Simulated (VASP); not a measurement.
# Al (Fm-3m) in VASP: a series of runs, part 2 of 2

VASP 6.6.1. Earlier steps stand in the parts before.

**4. Relaxation of cell and atoms, PBE**

File INCAR:

```
PREC = Accurate ; ENCUT = 600
EDIFF = 1E-7 ; ISMEAR = 0
SIGMA = 0.1 ; LREAL = False
LASPH = True ; NELM = 100
ALGO = Fast ; ISIF = 3
LWAVE = False ; LCHARG = False
GGA = PE ; IBRION = 2
NSW = 90 ; EDIFFG = -0.005
```

File KPOINTS:

```
Automatic mesh
0
Gamma
  18 18 18
```

File POSCAR:

```
Al
1.0
    0.0000000000      2.0248050000      2.0248050000
    2.0248050000      0.0000000000      2.0248050000
    2.0248050000      2.0248050000      0.0000000000
Al
1
Direct
    0.0000000000      0.0000000000      0.0000000000
```

Potentials or basis: VASP PAW PBE potentials, release 64 (Al).

Run with:

```console
$ cat potpaw_PBE.64/Al/POTCAR > POTCAR
$ mpirun -np 1 vasp_std > vasp.out
```

Wall time 9.5 s (1 thread of Intel Xeon 6975P-C (Granite Rapids), shared host); peak memory 0.15 GiB.

Results (log left out):

```yaml
Free_energy: -3.7446 eV
Relaxed_volume: 16.49 Å³/atom
Relaxed_cell: a = 2.857 Å, b = 2.857 Å, c = 2.857 Å, α = 60.00°, β = 60.00°, γ = 60.00°
Space_group_after_relaxing_to_0.05_Å: Fm-3m (No. 225)
Energy_gained_by_relaxing: 0.2 meV/atom
Ionic_steps: 3
Pressure_after_relaxing: 0.0 GPa
Band_gap_on_the_k_mesh: none (metal or under the smearing width)
```

The path:
```csv
step,energy change (eV),largest force (eV/Å),pressure (GPa),volume (Å³)
1,0.0000,0.0000,-0.50,16.60
2,-0.0002,0.0000,0.07,16.48
3,-0.0002,0.0000,0.00,16.49
```

Final structure:
```yaml
crystal:
  lattice:
    - [0.00000, 2.02034, 2.02034]
    - [2.02034, 0.00000, 2.02034]
    - [2.02034, 2.02034, 0.00000]
  atoms:
    - { symbol: Al, position: [0.00000, 0.00000, 0.00000] }
```

Levels at points of the mesh, in eV from the Fermi level:
```tsv
k point	band 1	band 2	band 3	band 4	band 5
(0.00, 0.00, 0.00)	-11.13	12.63	12.63	12.63	14.13
(0.50, 0.00, 0.00)	-4.59	-4.37	11.42	11.42	11.47
(0.50, 0.50, 0.00)	-2.92	-1.59	5.27	5.61	5.61
```

**5. Relaxation of cell and atoms, PBE+D3(BJ)**

Edit INCAR of step 4 so:

```diff
@@ -6,3 +6,4 @@
 LWAVE = False ; LCHARG = False
-GGA = PE ; IBRION = 2
-NSW = 90 ; EDIFFG = -0.005
+GGA = PE ; IVDW = 12
+IBRION = 2 ; NSW = 90
+EDIFFG = -0.005
```

KPOINTS is that of step 4.

POSCAR is that of step 4.

Potentials or basis: VASP PAW PBE potentials, release 64 (Al).

Run with:

```console
$ cat potpaw_PBE.64/Al/POTCAR > POTCAR
$ mpirun -np 1 vasp_std > vasp.out
```

OUTCAR:

```text
PREC = Accurate
   ENCUT = 600
   EDIFF = 1E-7
   ISMEAR = 0
   LREAL = False
   LASPH = True
   NELM = 100
   ISIF = 3
   GGA = PE
   IVDW = 12
   IBRION = 2
   NSW = 90
   EDIFFG = -0.005
 IVDW          = 12

 ion  position               nearest neighbor table
   1  0.000  0.000  0.000-

  LATTYP: Found a face centered cubic cell.
 ALAT       =     4.0496100000

  Lattice vectors:

 A1 = (   0.0000000000,   2.0248050000,   2.0248050000)
 A2 = (   2.0248050000,   0.0000000000,   2.0248050000)
 A3 = (   2.0248050000,   2.0248050000,   0.0000000000)

Analysis of symmetry for initial positions (statically):
=====================================================================
 Subroutine PRICEL returns:
 Original cell was already a primitive cell.

[... 175 lines left out ...]

 E8    (eV) :    -0.1494
[... 69 lines left out ...]
--------------------------------------- Ionic step        3  -------------------------------------------

 number of electron       3.0000000 magnetization

 Free energy of the ion-electron system (eV)
  ---------------------------------------------------
  ext. energy  EPLUGINS =         0.00000000
  ---------------------------------------------------
  free energy    TOTEN  =        -3.73665092 eV

  energy without entropy =       -3.73371443  energy(sigma->0) =       -3.73518268

 E-fermi :   8.4689     XC(G=0): -10.3591

 val. band max:        8.4679886993   @ k =  -0.4444   0.3333   0.1111
 cond. band min:       8.4938155821   @ k =  -0.2222   0.3889   0.1667
 fundamental gap:      0.0258268828
 Fermi energy:         8.4688977736

 k-point     1 :       0.0000    0.0000    0.0000
  band No.  band energies     occupation
      1      -2.9729      2.00000
      2      21.3432      0.00000
      3      21.3432      0.00000
      4      21.3432      0.00000
      5      23.1795      0.00000
[... 177 lines left out ...]
 k-point    24 :      -0.2222    0.0556    0.0000
  band No.  band energies     occupation
      1      -1.2832      2.00000
      2      12.4145      0.00000
      3      18.0401      0.00000
      4      20.9650      0.00000
      5      22.7631      0.00000

 [... further k-points ...]

------------------------ aborting loop because EDIFF is reached ----------------------------------------

 Edisp (eV)   -0.35230

 E8    (eV) :    -0.1576
[... 24 lines left out ...]
  FREE ENERGIE OF THE ION-ELECTRON SYSTEM (eV)
  ---------------------------------------------------
  free  energy   TOTEN  =        -4.0889548947 eV

  energy  without entropy=       -4.0860183984  energy(sigma->0) =       -4.08748665

 reached required accuracy - stopping structural energy minimisation
```

OSZICAR:

```text
N       E                     dE             d eps       ncg     rms          rms(c)
DAV:   1    -0.122755623200E+01   -0.12276E+01   -0.96862E+02  1980   0.385E+02
DAV:   2    -0.374106759169E+01   -0.25135E+01   -0.22773E+01  2440   0.339E+01
[... 21 lines left out ...]
       N       E                     dE             d eps       ncg     rms          rms(c)
DAV:   1    -0.373667242689E+01   -0.30067E-02   -0.25815E-03  2490   0.329E-01    0.452E-02
RMM:   2    -0.373666022420E+01    0.12203E-04   -0.12967E-05  1950   0.354E-02    0.202E-02
RMM:   3    -0.373665118270E+01    0.90415E-05   -0.36509E-06  1950   0.162E-02    0.527E-03
RMM:   4    -0.373665087856E+01    0.30414E-06   -0.11753E-06  1915   0.888E-03    0.803E-03
RMM:   5    -0.373665092386E+01   -0.45304E-07   -0.73282E-08  1226   0.301E-03
   3 F= -.40889549E+01 E0= -.40874866E+01  d E =-.103552E-01
```

CONTCAR:

```text
Al
   1.00000000000000
    -0.0000000000000000    1.9907914850675437    1.9907914850675437
     1.9907914850675437   -0.0000000000000000    1.9907914850675437
     1.9907914850675437    1.9907914850675437   -0.0000000000000000
  Al
     1
Direct
     0.0000000000000000    0.0000000000000000    0.0000000000000000

  0.00000000E+00  0.00000000E+00  0.00000000E+00
```

It took 11 s on 1 thread of Intel Xeon 6975P-C (Granite Rapids), shared host; peak memory 0.16 GiB.

What came out:

| Item | Value |
| --- | --- |
| Free energy | -4.0890 eV |
| Relaxed volume | 15.78 Å³/atom |
| Relaxed cell | a = 2.815 Å, b = 2.815 Å, c = 2.815 Å, α = 60.00°, β = 60.00°, γ = 60.00° |
| Space group after relaxing (to 0.05 Å) | Fm-3m (No. 225) |
| Energy gained by relaxing | 10.4 meV/atom |
| Ionic steps | 3 |
| Pressure after relaxing | 0.0 GPa |
| Band gap on the k mesh | none (metal or under the smearing width) |
| Dispersion energy per atom | -0.352 eV |

The path:
```csv
step,energy change (eV),largest force (eV/Å),pressure (GPa),volume (Å³)
1,0.0000,0.0000,-3.85,16.60
2,-0.0101,0.0000,0.65,15.66
3,-0.0104,0.0000,0.01,15.78
```

Final structure:
```cif
data_structure
_symmetry_space_group_name_H-M 'P 1'
_symmetry_Int_Tables_number 1
_cell_length_a 2.8154
_cell_length_b 2.8154
_cell_length_c 2.8154
_cell_angle_alpha 60.000
_cell_angle_beta 60.000
_cell_angle_gamma 60.000
_cell_volume 15.78
loop_
_atom_site_label
_atom_site_type_symbol
_atom_site_fract_x
_atom_site_fract_y
_atom_site_fract_z
_atom_site_occupancy
Al1 Al 0.00000 0.00000 0.00000 1
```

Caveat: pairwise dispersion overbinds metals, which lowers pressure and volume.

**6. Relaxation of cell and atoms, PBEsol**

File INCAR:

```
PREC = Accurate ; ENCUT = 300
EDIFF = 1E-7 ; ISMEAR = 0
SIGMA = 0.1 ; LREAL = False
LASPH = True ; NELM = 100
ALGO = Fast ; ISIF = 3
LWAVE = False ; LCHARG = False
GGA = PS ; IBRION = 2
NSW = 90 ; EDIFFG = -0.005
```

KPOINTS is that of step 5.

POSCAR is that of step 5.

Potentials or basis: VASP PAW PBE potentials, release 64 (Al).

Run with:

```console
$ cat potpaw_PBE.64/Al/POTCAR > POTCAR
$ mpirun -np 1 vasp_std > vasp.out
```

OUTCAR:

```text
PREC = Accurate
   ENCUT = 300
   EDIFF = 1E-7
   ISMEAR = 0
   LREAL = False
   LASPH = True
   NELM = 100
   ISIF = 3
   GGA = PS
   IBRION = 2
   NSW = 90
   EDIFFG = -0.005

 ion  position               nearest neighbor table
   1  0.000  0.000  0.000-

  LATTYP: Found a face centered cubic cell.
 ALAT       =     4.0496100000

  Lattice vectors:

 A1 = (   0.0000000000,   2.0248050000,   2.0248050000)
 A2 = (   2.0248050000,   0.0000000000,   2.0248050000)
 A3 = (   2.0248050000,   2.0248050000,   0.0000000000)

Analysis of symmetry for initial positions (statically):
=====================================================================
 Subroutine PRICEL returns:
 Original cell was already a primitive cell.
[... 249 lines left out ...]

  energy without entropy =       -4.08395619  energy(sigma->0) =       -4.08545004

 E-fermi :   8.1491     XC(G=0): -10.3281

 val. band max:        8.1343699046   @ k =  -0.2778   0.2778   0.0556
 cond. band min:       8.1577504053   @ k =  -0.4444   0.3333   0.1111
 fundamental gap:      0.0233805007
 Fermi energy:         8.1490775743

 k-point     1 :       0.0000    0.0000    0.0000
  band No.  band energies     occupation
      1      -3.1094      2.00000
      2      20.8944      0.00000
      3      20.8944      0.00000
      4      20.8944      0.00000
      5      22.5013      0.00000
[... 177 lines left out ...]
 k-point    24 :      -0.2222    0.0556    0.0000
  band No.  band energies     occupation
      1      -1.4476      2.00000
      2      12.0383      0.00000
      3      17.5585      0.00000
      4      20.4453      0.00000
      5      22.2092      0.00000

 [... further k-points ...]

------------------------ aborting loop because EDIFF is reached ----------------------------------------

  FORCE on cell =-STRESS in cart. coord.  units (eV):
  Direction    XX          YY          ZZ          XY          YZ          ZX
  --------------------------------------------------------------------------------------
  -------------------------------------------------------------------------------------
  Total        0.0001751      0.0001751      0.0001751     -0.0000000      0.0000000     -0.0000000
  in kB        0.0173421      0.0173421      0.0173421     -0.0000000      0.0000000     -0.0000000
  external PRESSURE =       0.0173421 kB  Pullay stress =       0.0000000 kB
[... 16 lines left out ...]
  FREE ENERGIE OF THE ION-ELECTRON SYSTEM (eV)
  ---------------------------------------------------
  free  energy   TOTEN  =        -4.0869438838 eV

  energy  without entropy=       -4.0839561904  energy(sigma->0) =       -4.08545004

 reached required accuracy - stopping structural energy minimisation
```

Wall time 3.7 s (1 thread of Intel Xeon 6975P-C (Granite Rapids), shared host); peak memory 0.11 GiB.

What came out:

* Free energy: -4.0869 eV
* Relaxed volume: 16.18 Å³/atom
* Relaxed cell: a = 2.839 Å, b = 2.839 Å, c = 2.839 Å, α = 60.00°, β = 60.00°, γ = 60.00°
* Space group after relaxing (to 0.05 Å): Fm-3m (No. 225)
* Energy gained by relaxing: 2.7 meV/atom
* Ionic steps: 3
* Pressure after relaxing: 0.0 GPa
* Band gap on the k mesh: none (metal or under the smearing width)

Step by step:
```
step  energy change (eV)  largest force (eV/Å)  pressure (GPa)  volume (Å³)
   1              0.0000                0.0000           -1.97        16.60
   2             -0.0026                0.0000            0.32        16.12
   3             -0.0027                0.0000            0.00        16.18
```

Final structure:
```yaml
crystal:
  lattice:
    - [0.00000, 2.00749, 2.00749]
    - [2.00749, 0.00000, 2.00749]
    - [2.00749, 2.00749, 0.00000]
  atoms:
    - { symbol: Al, position: [0.00000, 0.00000, 0.00000] }
```

Caveat: the PAW data sets were made with another functional, which shifts forces and pressure a little.

**7. Summary**

```csv
level,potentials or basis,cutoff (eV),gap on the mesh (eV),pressure (GPa),relaxed volume (Å³/atom)
PBEsol,"VASP PAW PBE potentials, release 64 (Al)",600,none,0.0,16.19
LDA,"VASP PAW LDA potentials, release 64 (Al)",600,none,0.0,15.82
PBE,"VASP PAW PBE potentials, release 64 (Al)",600,none,0.0,16.49
PBE+D3(BJ),"VASP PAW PBE potentials, release 64 (Al)",600,none,0.0,15.78
PBEsol,"VASP PAW PBE potentials, release 64 (Al)",300,none,0.0,16.18
```

Alike in all rows: task relaxation of cell and atoms; no spin polarisation; cell relaxed; k mesh 18 × 18 × 18; smearing gaussian 0.1 eV.

Caveats: the PAW data sets were made with another functional, which shifts forces and pressure a little (some runs); pairwise dispersion overbinds metals, which lowers pressure and volume (some runs).

Total energies depend on the potentials used, so only differences within one code and one set of settings carry meaning.
